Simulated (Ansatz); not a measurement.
Crystal: Se.

```
CELL_PARAMETERS angstrom
4.36620 0.00000 0.00000
-2.18310 3.78124 0.00000
0.00000 0.00000 4.95360
ATOMIC_POSITIONS crystal
Se 0.77460 0.77460 0.00000
Se 0.00000 0.22540 0.66667
Se 0.22540 0.00000 0.33333
```

Base run:

- Program: Ansatz 0.2.0
- Functional: PBE
- Potentials or basis: Ansatz PAW
- Cutoff: 420 eV (not typed: the program's choice for these potentials)
- k mesh: 7 × 7 × 6
- Occupations: fermi-dirac, width 0.05 eV
- Spin: no spin polarisation

Its results: band gap on the k mesh 1.21 eV, indirect (least direct gap 1.48 eV); pressure 2.8 GPa; largest force 0.401 eV/Å.

Task: After a change of settings the same cell gave: band gap on the k mesh 1.23 eV, indirect (least direct gap 1.48 eV); pressure 6.2 GPa; largest force 0.667 eV/Å. Which change was it?
A. functional from PBE to PBEsol; occupations from fermi-dirac, width 0.05 eV to gaussian, width 0.1 eV
B. occupations from fermi-dirac, width 0.05 eV to gaussian, width 0.015 eV
C. functional from PBE to BLYP
D. k mesh from 7 × 7 × 6 to 5 × 5 × 5; spin from no spin polarisation to spin-orbit coupling, no magnetisation; potential files from those of the base run to others of the same set

Result: C.

BLYP binds less tightly than PBE, so the same cell stands under more pressure.

Caveats: the k mesh misses the band edges, so the gap on the mesh is wider than the one along the path; the PAW data sets come from PBE, with cores solved anew for the run's functional, which leaves a small shift of forces and pressure (some runs).
